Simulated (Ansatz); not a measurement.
**SnTe: relaxation of cell and atoms with r2SCAN**

The system is SnTe.

```
Te Sn
1.0
     0.00000    3.61115    3.61115
     3.61115    0.00000    3.61115
     3.61115    3.61115    0.00000
Te Sn
1 1
Direct
  0.25000 0.25000 0.25000
  0.00000 0.00000 0.00000
```

Measurements of this composition are mostly on another form, of space group No. 225.

```json
{
 "Program": "Ansatz 0.2.0",
 "Task": "relaxation of cell and atoms",
 "Functional": "r2SCAN",
 "Potentials or basis": "Ansatz PAW",
 "Cutoff": "500 eV (not typed: the program's choice for these potentials)",
 "k mesh": "7 × 7 × 7",
 "Occupations": "fermi-dirac, width 0.05 eV",
 "Spin": "no spin polarisation",
 "Target pressure": "20 GPa",
 "Target pressure (GPa)": "20"
}
```

```json
{
  "Relaxed volume": "31.56 Å³/atom",
  "Relaxed cell": "a = 4.469 Å, b = 4.469 Å, c = 4.469 Å, α = 60.00°, β = 60.00°, γ = 60.00°",
  "Space group after relaxing (to 0.05 Å)": "F-43m (No. 216)",
  "Energy change on relaxing (the enthalpy is what falls)": "+663.4 meV/atom",
  "Ionic steps": "7",
  "Pressure after relaxing": "20.0 GPa",
  "Band gap on the k mesh": "none (metal or under the smearing width)"
}
```

Step by step:
| step | energy change (eV) | largest force (eV/Å) | volume (Å³) |
| --- | --- | --- | --- |
| 1 | 0.0000 | 0.0000 | 94.18 |
| 2 | 0.1260 | 0.0000 | 81.07 |
| 3 | 0.7120 | 0.0000 | 69.23 |
| 4 | 1.5406 | 0.0000 | 61.49 |
| 5 | 1.3056 | 0.0000 | 63.28 |
| 6 | 1.3260 | 0.0000 | 63.11 |
| 7 | 1.3269 | 0.0000 | 63.11 |

Final structure:
```xyz
2
Lattice="0.0000 3.1601 3.1601 3.1601 0.0000 3.1601 3.1601 3.1601 0.0000" Properties=species:S:1:pos:R:3 pbc="T T T"
Te    1.5800    1.5800    1.5800
Sn    0.0000    0.0000    0.0000
```

Levels at points of the mesh, in eV from the Fermi level:
```csv
k point,band 11,band 12,band 13,band 14,band 15,band 16,band 17,band 18,band 19
"(0.00, 0.00, 0.00)",-14.92,-3.69,-3.23,-3.23,-3.23,0.52,0.52,0.52,4.30
```

Wall time 28 s on 2 threads of Arm Neoverse V2, with other jobs on the host, peak memory 0.65 GiB.

Caveat: the volume moved by over 15 % at a fixed basis, so the end points are rough; the plane-wave basis is chosen anew once the cell has moved, so the energies of steps on either side of that aren't comparable; the PAW data sets come from PBE, with cores solved anew for the run's functional, which leaves a small shift of forces and pressure. Spin-orbit coupling is left out, which matters for the levels of Te.
